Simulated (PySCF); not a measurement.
**Structure elucidation problem**

The spectra below were simulated for a compound C₆H₆O.

¹H NMR (300 MHz, computed): δ 7.49 (dd, J = 9.7, 8.8 Hz, 2H), 7.09 (t, J = 8.8 Hz, 1H), 6.92 (d, J = 9.7 Hz, 2H), 4.12 (br s, 1H).

¹³C{¹H} NMR (computed): δ 165.2 (C), 136.7 (CH), 125.6 (CH), 119.5 (CH).

PySCF 2.14.0 with density-fitted response routines calculation with GIAO B97-2/pcSseg-2 shieldings, structure optimised with PBE0-D3(BJ)/def2-TZVP and couplings computed with B3LYP/pcJ-2 (without the spin–dipole term); one conformer, equivalent nuclei averaged, non-relativistic Hamiltonian, no solvent.

Referencing at the same level of theory: ¹H, ¹³C vs TMS.

Task: Propose a structure and justify it.

Result: 
- Rings plus π bonds: 4 (1 ring in the answer).
- 4 carbon signals for 6 carbons: some carbons are equivalent by symmetry or fast rotation.
- Carbon types of the structure: 1 × C, 5 × CH, leaving 1 H on heteroatoms.
- δC 165.2: aromatic carbon bearing oxygen; σ withdrawal by the attached heteroatom moves it downfield of the ring CH carbons.
- δC 136.7, 125.6, 119.5: aromatic CH.
- δH 7.49, 7.09, 6.92: hydrogen on an aromatic CH.
- δH 4.12: hydrogen on a phenol-type oxygen; labile proton, position sensitive to the medium.
- The protons at 6.92 and 7.49 share a coupling of 9.7 Hz (vicinal, an ortho-type coupling).
- The protons at 7.49 and 7.09 share a coupling of 8.8 Hz (vicinal, an ortho-type coupling).

The compound is `C1=CC=CC(O)=C1`.

The shifts were computed for this structure.

The OH or NH signal is concentration- and solvent-dependent in practice; the value given is the gas-phase one. Multiplet labels drop couplings under 1 Hz and merge nearly equal ones. Couplings among chemically equivalent protons are left out too, so labels in AA′BB′ or AA′XX′ sets are apparent multiplicities. Shifts are as computed. Against solution values, carbons near 30 ppm lie about +3 ppm off and those near 130 ppm about +7 ppm. Of 1211 compounds with measured shifts, 218 miss one by over three times the rms of a fit or turn the order of signals round; such compounds aren't used in these exercises.
